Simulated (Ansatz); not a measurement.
The system is WS2 (Tungstenite).

```
W S
1.0
     3.18000    0.00000    0.00000
    -1.59000    2.75396    0.00000
     0.00000    0.00000   12.50000
W S
2 4
Cartesian
  1.5900 0.9180 9.3750
  0.0000 1.8360 3.1250
  1.5900 0.9180 4.6875
  0.0000 1.8360 10.9375
  1.5900 0.9180 1.5625
  0.0000 1.8360 7.8125
```

Base run:

```yaml
Program: Ansatz 0.2.0
Functional: PBE
Potentials_or_basis: Ansatz PAW
Cutoff: "420 eV (not typed: the program's choice for these potentials)"
k_mesh: 10 × 10 × 3
Occupations: fermi-dirac, width 0.05 eV
Spin: no spin polarisation
Hubbard_terms: W d U = 6 eV
```

Its results: band gap on the k mesh 1.23 eV, indirect (least direct gap 1.69 eV); pressure 3.0 GPa; largest force 0.164 eV/Å.

The run is repeated on the same cell with these changes: hubbard terms from W d U = 6 eV to none; hubbard projectors from ortho-atomic (the default) to none. What comes out?

Band gap on the k mesh 1.12 eV, indirect (least direct gap 2.09 eV); pressure 2.3 GPa; largest force 0.129 eV/Å.

The U term pushes filled and empty states of the shell apart.

Caveats: the k mesh misses the band edges, so the gap on the mesh is wider than the one along the path; spin-orbit coupling is left out, which moves the levels of the heavy elements; this functional lacks dispersion, which binds the layers, so the pressure and a relaxed spacing across them are unreliable.
